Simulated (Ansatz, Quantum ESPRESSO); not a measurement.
**HfC: spin-orbit coupling in 2 programs**

Space group Fm-3m (No. 225). a = 4.650 Å, b = 4.650 Å, c = 4.650 Å, α = 90.00°, β = 90.00°, γ = 90.00°
```tsv
atom	site	symmetry	x	y	z
Hf	4b	m-3m	0.5000	0.0000	0.0000
C	4a	m-3m	0.0000	0.0000	0.0000
```

Kept alike: task band structure; functional PBEsol; k mesh 10 × 10 × 10; occupations fermi-dirac, width 0.05 eV. The mesh is that of the run's cell of 2 atoms.

- A: Ansatz, Ansatz PAW, made for PBE, cutoff 420 eV
- B: Quantum ESPRESSO; PseudoDojo 0.4.1 SR PBEsol standard (False); PseudoDojo 0.4 FR PBEsol standard (True), cutoff 1116 eV

```csv
spin-orbit coupling,A: pressure (GPa),B: pressure (GPa)
off,-6.52,-6.24
on,-7.18,-6.54
```

Pressure is positive in compression; plane-wave values hold the error of the finite cutoff, which Ansatz corrects. Values on potentials made for another functional: all of A. For a metal such a mesh leaves the last digits unconverged.

How large is the effect of spin-orbit coupling, and do the programs agree on it?

From off to on the pressure moves by -0.66 in A, -0.30 in B (GPa). Row by row the programs differ by 0.28 to 0.64, and the shifts point the same way but differ by 55 % of the larger.
